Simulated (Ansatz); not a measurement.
Runs of Ansatz 0.2.0 on InAs. It takes space group F-43m (No. 216, cubic). Conventional cell: a = 6.036 Å, b = 6.036 Å, c = 6.036 Å, α = 90.00°, β = 90.00°, γ = 90.00°. In (site symmetry -43m) is surrounded by 4 As at 2.61 Å. As (site symmetry -43m) is surrounded by 4 In at 2.61 Å. 

```csv
task,level,cell,k mesh,points for each segment of the path,q mesh,mesh quality,gap on the mesh (eV),pressure (GPa),relaxed volume (Å³/atom)
relaxation of cell and atoms,revPBE+D4,relaxed,8 × 8 × 8,-,-,not flagged,-,0.0,(c)
relaxation of cell and atoms,BLYP+D3(BJ),relaxed,8 × 8 × 8,-,-,not flagged,none,0.0,28.70
band structure,revPBE,as given,8 × 8 × 8,14,-,not flagged,none,5.6,-
relaxation of cell and atoms,HSE06,relaxed,4 × 4 × 4,-,-,coarse,0.39,0.0,28.56
band structure,RPBE,as given,8 × 8 × 8,14,-,not flagged,none,6.0,-
band structure,PBE0,as given,4 × 4 × 4,4,-,coarse,(a),(b),-
phonons,PBEsol,as given,6 × 6 × 6,8,2 × 2 × 2,not flagged,none,-,-
relaxation of cell and atoms,revPBE+D3(BJ),relaxed,8 × 8 × 8,-,-,not flagged,-,0.0,28.23
```

Alike in all rows: potentials or basis Ansatz PAW; no spin polarisation; cutoff (eV) 420; smearing fermi-dirac 0.05 eV.

Q: Fill in the values left out.

A: (a) 1.25; (b) 2.2; (c) 28.44.

Caveats: some runs use coarse meshes; the PAW data sets come from PBE, with cores solved anew for the run's functional, which leaves a small shift of forces and pressure; the plane-wave basis is chosen anew once the cell has moved, so the energies of steps on either side of that aren't comparable (some runs); this crystal is a semiconductor, whose small gap the functional closes, so the metal is an error of the method (some runs); spin-orbit coupling is left out, which moves the levels of the heavy elements (some runs); pairwise dispersion overbinds metals, which lowers pressure and volume (some runs); the thresholds are loose for stress (some runs).

A k mesh can miss the band edges, and the runs leave out spin-orbit coupling on As, In.

A gap of «none» marks a metal or a gap under the smearing width.

Runs at the PBE level aren't shown here.
